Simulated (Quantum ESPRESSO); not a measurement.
**HgTe (Coloradoite) under changes of volume**

One of the cells (33.215 Å³/atom); the others are scaled copies at fixed shape and fractional positions:

```
Hg Te
1.0
     0.00000    3.21450    3.21450
     3.21450    0.00000    3.21450
     3.21450    3.21450    0.00000
Hg Te
1 1
Direct
  0.00000 0.00000 0.00000
  0.75000 0.75000 0.75000
```

- Program: Quantum ESPRESSO 7.5
- Functional: PBEsol
- Potentials or basis: GBRV 1.5 PBEsol
- Cutoff: 612 eV
- Density cutoff: 4898 eV
- k mesh: 7 × 7 × 7
- Occupations: fermi-dirac, width 0.05 eV
- Spin: no spin polarisation

| volume (Å³/atom) | energy over the lowest point (meV/atom) | pressure (GPa) |
| --- | --- | --- |
| 31.223 | 59.97 | 6.1 |
| 31.887 | 37.89 | 4.6 |
| 32.551 | 21.45 | 3.3 |
| 33.215 | ? | ? |
| 33.880 | 3.04 | 1.2 |
| 34.544 | 0.00 | 0.3 |
| 35.208 | 0.46 | -0.5 |

Q: What does the run at 33.215 Å³/atom give?

A: Energy over the lowest point 10.02 meV/atom; pressure 2.2 GPa.

Worked out: A Birch-Murnaghan fit of order 3 (a polynomial in V^(-2/3)) to the other rows has its minimum at 34.78 Å³/atom with B0 = V·E''(V) = 42 GPa and B' = 5.3. It gives 10.03 meV/atom at 33.215 Å³/atom, against the run's 10.02, and -dE/dV = 2.2 GPa, against 2.2.

Energies are extrapolated to zero smearing.
